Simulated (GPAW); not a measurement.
**SnO2: single point with TB-mBJ**

SnO2:

```
CELL_PARAMETERS angstrom
1.61709 0.93363 4.80059
-1.61709 0.93363 4.80059
0.00000 -1.86726 4.80059
ATOMIC_POSITIONS crystal
Sn 0.50000 0.50000 0.50000
O 0.76283 0.76283 0.76283
O 0.23717 0.23717 0.23717
```

Measurements of this composition are mostly on another form, of space group No. 136.

| Quantity | Value |
| --- | --- |
| Program | GPAW 26.7.0 |
| Task | single point |
| Functional | TB-mBJ |
| Potentials or basis | GPAW PAW data sets for LDA (gpaw-data 1.2.1) |
| Cutoff | 800 eV |
| Basis | pw |
| k mesh | 6 × 6 × 6 |
| Occupations | fermi-dirac, width 0.05 eV |
| Spin | no spin polarisation |

* Band gap on the k mesh: 3.74 eV, indirect (least direct gap 3.77 eV)

Levels at points of the mesh, in eV from the valence-band top:
```
           k point  band 10  band 11  band 12  band 13  band 14  band 15  band 16  band 17
(0.00, 0.00, 0.00)    -1.12    -0.84    -0.84    -0.03     3.74     7.83    13.10    13.10
(0.50, 0.00, 0.00)    -2.64    -1.26    -0.50    -0.42     6.96     9.79    12.51    14.24
(0.50, 0.50, 0.00)    -2.71    -1.02    -0.39    -0.04     6.81     9.10    12.98    13.80
(0.50, 0.50, 0.50)    -1.17    -0.80    -0.80    -0.77     4.62     7.65    13.25    13.25
```

Run time: 4.1 min on 1 thread of Arm Neoverse V2, with other jobs on the host, peak memory 0.37 GiB.

Caveat: a model potential gives levels but no total energy; spin-orbit coupling is left out, which moves the levels of the heavy elements. A k mesh can miss the band edges.
